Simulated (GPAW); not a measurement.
# FeO (Pm-3m) in GPAW: convergence with smearing width (eV)

Aim: find how far smearing width (eV) must go before the results for FeO settle, at RPBE. This setting moves, with any that are tied to it; all else stays.

All numbers are computed with GPAW 26.7.0; they aren't measurements. Logs are shortened: lines on timing, memory, paths and dates and some standing lists are left out, and cuts for length are marked. The log counts tension as positive stress, the text compression.

## 1. The structure

It takes space group Pm-3m (No. 221, cubic). Conventional cell: a = 2.612 Å, b = 2.612 Å, c = 2.612 Å, α = 90.00°, β = 90.00°, γ = 90.00°. Around Fe (site symmetry m-3m) lie 8 O at 2.26 Å. Around O (site symmetry m-3m) lie 8 Fe at 2.26 Å.

The cell comes from a database or a generator and needn't be the stable form of this composition.

## 2. With smearing width (eV) 0.5

Contents of run.py:

```python
from ase.dft.bandgap import bandgap
from ase.io import read, write
from ase.units import GPa
from gpaw import GPAW, PW

atoms = read('FeO.xyz')
atoms.set_initial_magnetic_moments([3.0, 0.0])

calc = GPAW(mode=PW(800),
            xc='RPBE',
            kpts={'size': (8, 8, 8), 'gamma': True},
            occupations={'name': 'fermi-dirac', 'width': 0.5},
            nbands=17,
            convergence={'density': 1e-05, 'energy': 1e-05},
            maxiter=100,
            txt='gpaw.txt')
atoms.calc = calc
energy = atoms.get_potential_energy()
forces = atoms.get_forces()
stress = atoms.get_stress()
calc.write('gs.gpw')
write('result.traj', atoms)
print(f'Energy: {energy:.6f} eV')
print('Forces (eV/A):')
print(forces.round(4))
print('Stress (GPa):', (stress / GPa).round(3))
print('Moments:', calc.get_magnetic_moments().round(3))
print('Fermi level:', round(calc.get_fermi_level(), 4), 'eV')
print(f'Gap: {bandgap(calc)[0]:.4f} eV, direct: {bandgap(calc, direct=True)[0]:.4f} eV')
```

Contents of FeO.xyz:

```xyz
2
Lattice="2.6124696300 0.0000000000 0.0000000000 0.0000000000 2.6124696300 0.0000000000 0.0000000000 0.0000000000 2.6124696300" Properties=species:S:1:pos:R:3 pbc="T T T"
Fe     0.0000000000      0.0000000000      0.0000000000
O      1.3062348150      1.3062348150      1.3062348150
```

Potentials or basis: the program's PAW data sets (release 1.2.1) made for this functional, pw.

Run with:

```bash
$ OMP_NUM_THREADS=1 python run.py
```

Run time: 27 s. Hardware: 1 thread of Arm Neoverse V1, shared host; peak memory 0.16 GiB.

What came out:

```yaml
Free_energy: -14.9634 eV
Pressure: 15.0 GPa
Band_gap_on_the_k_mesh: none (metal or under the smearing width)
Net_moment: 3.29 μB per cell
Site_moments: Fe +2.95; O +0.17 μB
```

## 3. With smearing width (eV) 0.3

Changes to run.py since step 2:

```diff
@@ -11,3 +11,3 @@
             kpts={'size': (8, 8, 8), 'gamma': True},
-            occupations={'name': 'fermi-dirac', 'width': 0.5},
+            occupations={'name': 'fermi-dirac', 'width': 0.3},
             nbands=17,
```

FeO.xyz is that of step 2.

Potentials or basis: the program's PAW data sets (release 1.2.1) made for this functional, pw.

Run with:

```bash
$ OMP_NUM_THREADS=1 python run.py
```

Wall time 27 s (1 thread of Arm Neoverse V1, shared host); peak memory 0.16 GiB.

Results:

```yaml
Free_energy: -14.6173 eV
Pressure: 15.9 GPa
Band_gap_on_the_k_mesh: none (metal or under the smearing width)
Net_moment: 3.76 μB per cell
Site_moments: Fe +3.32; O +0.23 μB
```

## 4. With smearing width (eV) 0.2

Changes to run.py since step 3:

```diff
@@ -11,3 +11,3 @@
             kpts={'size': (8, 8, 8), 'gamma': True},
-            occupations={'name': 'fermi-dirac', 'width': 0.3},
+            occupations={'name': 'fermi-dirac', 'width': 0.2},
             nbands=17,
```

FeO.xyz is that of step 3.

Run with:

```bash
$ OMP_NUM_THREADS=1 python run.py
```

Run time: 26 s. Hardware: 1 thread of Arm Neoverse V1, shared host; peak memory 0.16 GiB.

The run converged. Its results:

```
Free energy            : -14.5400 eV
Pressure               : 16.4 GPa
Band gap on the k mesh : none (metal or under the smearing width)
Net moment             : 3.88 μB per cell
Site moments           : Fe +3.41; O +0.26 μB
```

## 5. With smearing width (eV) 0.15

Changes to run.py since step 4:

```diff
@@ -11,3 +11,3 @@
             kpts={'size': (8, 8, 8), 'gamma': True},
-            occupations={'name': 'fermi-dirac', 'width': 0.2},
+            occupations={'name': 'fermi-dirac', 'width': 0.15},
             nbands=17,
```

FeO.xyz is that of step 4.

Run with:

```bash
$ OMP_NUM_THREADS=1 python run.py
```

Run time: 26 s. Hardware: 1 thread of Arm Neoverse V1, shared host; peak memory 0.15 GiB.

The run converged. Its results:

| Item | Value |
| --- | --- |
| Free energy | -14.5178 eV |
| Pressure | 16.7 GPa |
| Band gap on the k mesh | none (metal or under the smearing width) |
| Net moment | 3.93 μB per cell |
| Site moments | Fe +3.44; O +0.27 μB |

## 6. With smearing width (eV) 0.1

Changes to run.py since step 5:

```diff
@@ -11,3 +11,3 @@
             kpts={'size': (8, 8, 8), 'gamma': True},
-            occupations={'name': 'fermi-dirac', 'width': 0.15},
+            occupations={'name': 'fermi-dirac', 'width': 0.1},
             nbands=17,
```

FeO.xyz is that of step 5.

Potentials or basis: the program's PAW data sets (release 1.2.1) made for this functional, pw.

Run with:

```bash
$ OMP_NUM_THREADS=1 python run.py
```

Wall time 25 s (1 thread of Arm Neoverse V1, shared host); peak memory 0.16 GiB.

It converged, with:

```
Free energy            : -14.5028 eV
Pressure               : 17.1 GPa
Band gap on the k mesh : none (metal or under the smearing width)
Net moment             : 3.97 μB per cell
Site moments           : Fe +3.46; O +0.28 μB
```

## 7. With smearing width (eV) 0.05

Changes to run.py since step 6:

```diff
@@ -11,3 +11,3 @@
             kpts={'size': (8, 8, 8), 'gamma': True},
-            occupations={'name': 'fermi-dirac', 'width': 0.1},
+            occupations={'name': 'fermi-dirac', 'width': 0.05},
             nbands=17,
```

FeO.xyz is that of step 6.

Run with:

```bash
$ OMP_NUM_THREADS=1 python run.py
```

It took 26 s on 1 thread of Arm Neoverse V1, shared host; peak memory 0.16 GiB.

Results (log left out):

| Quantity | Value |
| --- | --- |
| Free energy | -14.4933 eV |
| Pressure | 17.4 GPa |
| Band gap on the k mesh | none (metal or under the smearing width) |
| Net moment | 3.99 μB per cell |
| Site moments | Fe +3.48; O +0.29 μB |

## 8. With smearing width (eV) 0.025

Changes to run.py since step 7:

```diff
@@ -11,3 +11,3 @@
             kpts={'size': (8, 8, 8), 'gamma': True},
-            occupations={'name': 'fermi-dirac', 'width': 0.05},
+            occupations={'name': 'fermi-dirac', 'width': 0.025},
             nbands=17,
```

FeO.xyz is that of step 7.

Run with:

```bash
$ OMP_NUM_THREADS=1 python run.py
```

Run time: 26 s. Hardware: 1 thread of Arm Neoverse V1, shared host; peak memory 0.16 GiB.

The run converged. Its results:

```
Free energy            : -14.4907 eV
Pressure               : 17.4 GPa
Band gap on the k mesh : none (metal or under the smearing width)
Net moment             : 4.00 μB per cell
Site moments           : Fe +3.48; O +0.29 μB
```

## 9. With smearing width (eV) 0.01

Changes to run.py since step 8:

```diff
@@ -11,3 +11,3 @@
             kpts={'size': (8, 8, 8), 'gamma': True},
-            occupations={'name': 'fermi-dirac', 'width': 0.025},
+            occupations={'name': 'fermi-dirac', 'width': 0.01},
             nbands=17,
```

FeO.xyz is that of step 8.

Potentials or basis: the program's PAW data sets (release 1.2.1) made for this functional, pw.

Run with:

```bash
$ OMP_NUM_THREADS=1 python run.py
```

gpaw.txt:

```text
__  _  _
 | _ |_)|_||  |
 |__||  | ||/\| - 26.7.0

Input parameters:
  mode=PW(ecut=800.0),
  convergence={'density': 1e-05, 'energy': 1e-05},
  kpts=MonkhorstPack(size=(8, 8, 8), gamma=True),
  maxiter=100,
  nbands=17,
  occupations=Occupations(name='fermi-dirac', width=0.01),
  xc=XC(name='RPBE')

Diagonalizing LCAO Hamiltonian
Converting LCAO to pw mode
   .-----.
  /|     |
 * |     |
 | .-O---.
 |/     /
 Fe----*

Atoms  # Å, Bohr magnetons
|   | symbol |        x |        y |        z |    initial magnetic moments |
|---|--------|----------|----------|----------|-----------------------------|
| 0 |     Fe | 0.000000 | 0.000000 | 0.000000 | ( 0.0000,  0.0000,  3.0000) |
| 1 |      O | 1.306235 | 1.306235 | 1.306235 | ( 0.0000,  0.0000,  0.0000) |

Unit cell  # Å
| periodic |        x |        y |        z |  lengths |    angles |
|----------|----------|----------|----------|----------|-----------|
|      yes | 2.612470 | 0.000000 | 0.000000 | 2.612470 | 90.000000 |
|      yes | 0.000000 | 2.612470 | 0.000000 | 2.612470 | 90.000000 |
|      yes | 0.000000 | 0.000000 | 2.612470 | 2.612470 | 90.000000 |

Number of symmetries: 48
Symmetry operations  # r_c * U_cc + t_c -> r_c
|    | kind |            matrix            |
|----|------|------------------------------|
|  0 |  E   |  1, 0, 0,  0, 1, 0,  0, 0, 1 |
|  1 |  σ   |  1, 0, 0,  0, 1, 0,  0, 0,-1 |
|  2 |  σ   |  1, 0, 0,  0, 0, 1,  0, 1, 0 |
|  3 |  C4  |  1, 0, 0,  0, 0, 1,  0,-1, 0 |
|  4 |  C4  |  1, 0, 0,  0, 0,-1,  0, 1, 0 |
|  5 |  σ   |  1, 0, 0,  0, 0,-1,  0,-1, 0 |
|  6 |  σ   |  1, 0, 0,  0,-1, 0,  0, 0, 1 |
|  7 |  C2  |  1, 0, 0,  0,-1, 0,  0, 0,-1 |
|  8 |  σ   |  0, 1, 0,  1, 0, 0,  0, 0, 1 |
|  9 |  C2  |  0, 1, 0,  1, 0, 0,  0, 0,-1 |
| 10 |  C3  |  0, 1, 0,  0, 0, 1,  1, 0, 0 |
| 11 |  S6  |  0, 1, 0,  0, 0, 1, -1, 0, 0 |
| 12 |  S6  |  0, 1, 0,  0, 0,-1,  1, 0, 0 |
| 13 |  C3  |  0, 1, 0,  0, 0,-1, -1, 0, 0 |
| 14 |  C4  |  0, 1, 0, -1, 0, 0,  0, 0, 1 |
| 15 |  S4  |  0, 1, 0, -1, 0, 0,  0, 0,-1 |
| 16 |  C3  |  0, 0, 1,  1, 0, 0,  0, 1, 0 |
| 17 |  S6  |  0, 0, 1,  1, 0, 0,  0,-1, 0 |
| 18 |  σ   |  0, 0, 1,  0, 1, 0,  1, 0, 0 |
| 19 |  C4  |  0, 0, 1,  0, 1, 0, -1, 0, 0 |
| 20 |  C2  |  0, 0, 1,  0,-1, 0,  1, 0, 0 |
| 21 |  S4  |  0, 0, 1,  0,-1, 0, -1, 0, 0 |
| 22 |  S6  |  0, 0, 1, -1, 0, 0,  0, 1, 0 |
| 23 |  C3  |  0, 0, 1, -1, 0, 0,  0,-1, 0 |
| 24 |  S6  |  0, 0,-1,  1, 0, 0,  0, 1, 0 |
| 25 |  C3  |  0, 0,-1,  1, 0, 0,  0,-1, 0 |
| 26 |  C4  |  0, 0,-1,  0, 1, 0,  1, 0, 0 |
| 27 |  σ   |  0, 0,-1,  0, 1, 0, -1, 0, 0 |
| 28 |  S4  |  0, 0,-1,  0,-1, 0,  1, 0, 0 |
| 29 |  C2  |  0, 0,-1,  0,-1, 0, -1, 0, 0 |
| 30 |  C3  |  0, 0,-1, -1, 0, 0,  0, 1, 0 |
| 31 |  S6  |  0, 0,-1, -1, 0, 0,  0,-1, 0 |
| 32 |  C4  |  0,-1, 0,  1, 0, 0,  0, 0, 1 |
| 33 |  S4  |  0,-1, 0,  1, 0, 0,  0, 0,-1 |
| 34 |  S6  |  0,-1, 0,  0, 0, 1,  1, 0, 0 |
| 35 |  C3  |  0,-1, 0,  0, 0, 1, -1, 0, 0 |
| 36 |  C3  |  0,-1, 0,  0, 0,-1,  1, 0, 0 |
| 37 |  S6  |  0,-1, 0,  0, 0,-1, -1, 0, 0 |
| 38 |  σ   |  0,-1, 0, -1, 0, 0,  0, 0, 1 |
| 39 |  C2  |  0,-1, 0, -1, 0, 0,  0, 0,-1 |
| 40 |  σ   | -1, 0, 0,  0, 1, 0,  0, 0, 1 |
[... 92 lines left out ...]
      core: 0.83  # [Å]
    projectors
    | kind |    occ | energy [eV] | rcut [Å] |
    |------|--------|-------------|----------|
    |   2s |  2.000 |     -24.041 |    0.688 |
    |   2p |  4.000 |      -8.984 |    0.598 |
    |    s |        |       3.170 |    0.688 |
    |    p |        |      18.228 |    0.598 |
    |    d |        |       0.000 |    0.619 |

    Using partial waves for O as LCAO basis

Reference energy: -36667.692683  # eV

eigensolver:
  PPCG
  Converge bands: occupied
  niter=2

density mixing:
  MSR1-Mixer
  Pratt-step length: 0.05
  Maximum mixing coefficient: 0.75
  Old densities: 10
  SVD Regularization: 0.005
  Good broyden scale: 1.0
  Trust region scale: 1.0
  Backstep threshold: 4.0
  History deletion threshold: 6.0
  Fourier metric: weight=20.0, sigma=0.015

occupation numbers:
  Fermi-Dirac:
    width: 0.0100  # eV

poisson solver:
  ecut: 6400.0  # eV

xc functional:
  name: RPBE with 2 nearest neighbor stencil

convergence criteria:
- Maximum integral of absolute [dens]ity change: 1e-05 electrons / valence electron
- Maximum [total energy] change in last 3 cyles: 1e-05 eV / valence electron
- Maximum integral of absolute [eigenst]ate change: 4e-08 eV^2 / valence electron
maximum number of iterations: 100

SCF iterations
|iter     | |      energy | eigst |  dens |  magmom |
|---------|-|-------------|-------|-------|---------|
|iter:   1| |  -14.739290 | -0.10 |       |  +3.0027|
|iter:   2| |  -14.542344 | -2.25 | -0.75 |  +3.0525|
|iter:   3| |  -14.393097 | -1.83 | -0.79 |  +3.5906|
|iter:   4| |  -14.472791 | -3.03 | -1.28 |  +3.8136|
|iter:   5| |  -14.489538 | -3.10 | -1.55 |  +3.9970|
|iter:   6| |  -14.489203 | -4.51 | -2.19 |  +4.0147|
|iter:   7| |  -14.489459 | -5.27 | -2.50 |  +3.9961|
|iter:   8| |  -14.489541 | -5.53 | -2.89 |  +4.0010|
|iter:   9| |  -14.489543c| -7.11 | -3.57 |  +3.9998|
|iter:  10| |  -14.489543c| -7.79c| -4.43 |  +3.9999|
|iter:  11| |  -14.489543c| -8.38c| -4.95 |  +4.0000|
|iter:  12| |  -14.489543c| -9.22c| -5.68c|  +4.0000|

Converged in 12 steps
Energy contributions relative to reference atoms: (reference = -36667.692683)

Energy contributions:
  Kinetic:          31.685998
  Coulomb:         -26.874495
  Zero:              0.250012
  External:          0.000000
  Xc:              -19.550837
  Entropy:          -0.000444
  Spinorbit:         0.000000
  ----------------------------
  Free energy:     -14.489765
  Extrapolated:    -14.489543

dipole moment: (-6.255170, -6.255170, -6.255170)  # |e|*Ang

Total magnetic moment: (0.000000, 0.000000, 4.000000)

Local magnetic moments
|        x |        y |        z |
|----------|----------|----------|
| 0.000000 | 0.000000 | 3.480579 |  # Fe   0
| 0.000000 | 0.000000 | 0.291255 |  # O    1

Fermi level: 10.113
Eigenvalues  # (at kpt = [0.000, 0.000, 0.000])
| band index |      eig [eV] | occ [0-1] |      eig [eV] | occ [0-1] |
|------------|---------------|-----------|---------------|-----------|
|          0 |       -10.464 |     1.000 |        -9.852 |     1.000 |
|          1 |         5.597 |     1.000 |         7.908 |     1.000 |
|          2 |         5.597 |     1.000 |         7.908 |     1.000 |
|          3 |         7.209 |     1.000 |         7.908 |     1.000 |
|          4 |         7.209 |     1.000 |         8.112 |     1.000 |
|          5 |         7.209 |     1.000 |         8.112 |     1.000 |
|          6 |         7.679 |     1.000 |        11.946 |     0.000 |
|          7 |         7.679 |     1.000 |        11.976 |     0.000 |
|          8 |         7.679 |     1.000 |        11.976 |     0.000 |
|          9 |        10.891 |     0.000 |        11.976 |     0.000 |
|         10 |        25.529 |     0.000 |        26.399 |     0.000 |
|         11 |        25.529 |     0.000 |        26.399 |     0.000 |
|         12 |        30.284 |     0.000 |        31.654 |     0.000 |
|         13 |        30.284 |     0.000 |        31.654 |     0.000 |
|         14 |        30.284 |     0.000 |        31.654 |     0.000 |
|        ... |               |           |               |           |
|         16 |        40.145 |     0.000 |        42.638 |     0.000 |

No gap
No difference between direct/indirect transitions

Forces  # eV/Ang
|       x |       y |       z |
|---------|---------|---------|
| 0.00000 | 0.00000 | 0.00000 |  # Fe   0
| 0.00000 | 0.00000 | 0.00000 |  # O    1

Stress tensor  # eV/Ang^3
|         x |         y |         z |
|-----------|-----------|-----------|
| -0.108603 | -0.000000 |  0.000000 |
| -0.000000 | -0.108603 |  0.000000 |
|  0.000000 |  0.000000 | -0.108603 |

# Writing to gs.gpw (mode='')
```

Wall time 26 s (1 thread of Arm Neoverse V1, shared host); peak memory 0.16 GiB.

What came out:

```
Free energy            : -14.4898 eV
Pressure               : 17.4 GPa
Band gap on the k mesh : none (metal or under the smearing width)
Net moment             : 4.00 μB per cell
Site moments           : Fe +3.48; O +0.29 μB
```

## 10. Summary

| smearing width (eV) | energy less the tightest run, at zero smearing (meV/atom) | pressure (GPa) | largest site moment (μB) | SCF cycles | CPU time (s) | peak memory (GiB) |
| --- | --- | --- | --- | --- | --- | --- |
| 0.5 | 73.41 | 15.01 | 2.95 | 12 | 27 | 0.16 |
| 0.3 | 14.61 | 15.90 | 3.32 | 12 | 27 | 0.16 |
| 0.2 | 1.44 | 16.40 | 3.41 | 12 | 26 | 0.16 |
| 0.15 | -0.53 | 16.71 | 3.44 | 12 | 26 | 0.15 |
| 0.1 | -0.55 | 17.07 | 3.46 | 12 | 25 | 0.16 |
| 0.05 | -0.17 | 17.36 | 3.48 | 12 | 26 | 0.16 |
| 0.025 | -0.09 | 17.40 | 3.48 | 12 | 26 | 0.16 |
| 0.01 | 0.00 | 17.40 | 3.48 | 12 | 26 | 0.16 |

Against the tightest run, the energy stays within 1 meV/atom from 0.15 on; the pressure stays within 0.1 GPa from 0.05 on; the largest site moment stays within 0.02 μB from 0.1 on. Narrower smearing needs a denser k mesh, so at a fixed mesh the narrowest width isn't the most accurate. The tightest run that finished is the yardstick and may itself not be fully converged.

Caveats: so large a pressure means that the cell lies far from this level's equilibrium, or that cutoff or potentials fall short; a cell with one magnetic atom can't hold antiferromagnetic order, which such compounds often take; semilocal functionals often make such compounds metallic where correlation or magnetic order opens a gap, which also shifts bond lengths.
